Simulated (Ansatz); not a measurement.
Crystal: Te.

```
CELL_PARAMETERS angstrom
2.30590 1.33131 1.69095
-2.30590 1.33131 1.69095
0.00000 -2.66263 1.69095
ATOMIC_POSITIONS crystal
Te 0.50000 0.50000 0.50000
```

This isn't the form of Te at room conditions, which is trigonal, of chains.

Base run:

```yaml
Program: Ansatz 0.2.0
Functional: LDA
Potentials_or_basis: Ansatz PAW
Cutoff: "420 eV (not typed: the program's choice for these potentials)"
k_mesh: 9 × 9 × 9
Occupations: fermi-dirac, width 0.05 eV
Spin: no spin polarisation
```

Its results: band gap on the k mesh none (metal or under the smearing width); pressure -1.1 GPa.

Task: The run is repeated on the same cell with these changes: functional from LDA to PBEsol; spin from no spin polarisation to spin-orbit coupling, no magnetisation; potential files from those of the base run to others of the same set. What comes out?

Result: Band gap on the k mesh none (metal or under the smearing width); pressure 0.3 GPa.

Several settings changed at once, so the effect can't be laid on one alone.

Caveats: the PAW data sets come from PBE, with cores solved anew for the run's functional, which leaves a small shift of forces and pressure; spin-orbit coupling is left out, which moves the levels of the heavy elements (some runs).
